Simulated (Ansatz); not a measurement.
CuO:

```
CELL_PARAMETERS angstrom
3.28802 0.00000 0.00000
-1.64401 2.84751 0.00000
0.00000 0.00000 5.38502
ATOMIC_POSITIONS crystal
Cu 0.66667 0.33333 0.00000
Cu 0.33333 0.66667 0.50000
O 0.66667 0.33333 0.62520
O 0.33333 0.66667 0.12520
```

Measurements of this composition are mostly on another form, of space group No. 15.

Base run:

```yaml
Program: Ansatz 0.2.0
Functional: RPBE
Potentials_or_basis: Ansatz PAW
Cutoff: "420 eV (not typed: the program's choice for these potentials)"
k_mesh: 9 × 9 × 5
Occupations: fermi-dirac, width 0.05 eV
Spin: no spin polarisation
```

Its results: band gap on the k mesh none (metal or under the smearing width); pressure -4.7 GPa; largest force 0.076 eV/Å.

Problem. After a change of settings the same cell gave: band gap on the k mesh none (metal or under the smearing width); pressure -15.1 GPa; largest force 0.071 eV/Å. Which change was it?
A. functional from RPBE to PBE; hubbard terms from none to Cu d U = 5.3 eV; hubbard projectors from none to ortho-atomic (the default)
B. functional from RPBE to PBE
C. functional from RPBE to PBEsol
D. functional from RPBE to PBE; k mesh from 9 × 9 × 5 to 5 × 5 × 3

Solution. C.

PBEsol binds more tightly than RPBE, so the same cell stands under less pressure.

Caveats: the run has no spin polarisation, though such a crystal can be magnetic; semilocal functionals often make such compounds metallic where correlation or magnetic order opens a gap, which also shifts bond lengths; the PAW data sets come from PBE, with cores solved anew for the run's functional, which leaves a small shift of forces and pressure; so large a pressure means that the cell lies far from this level's equilibrium, or that cutoff or potentials fall short (some runs).
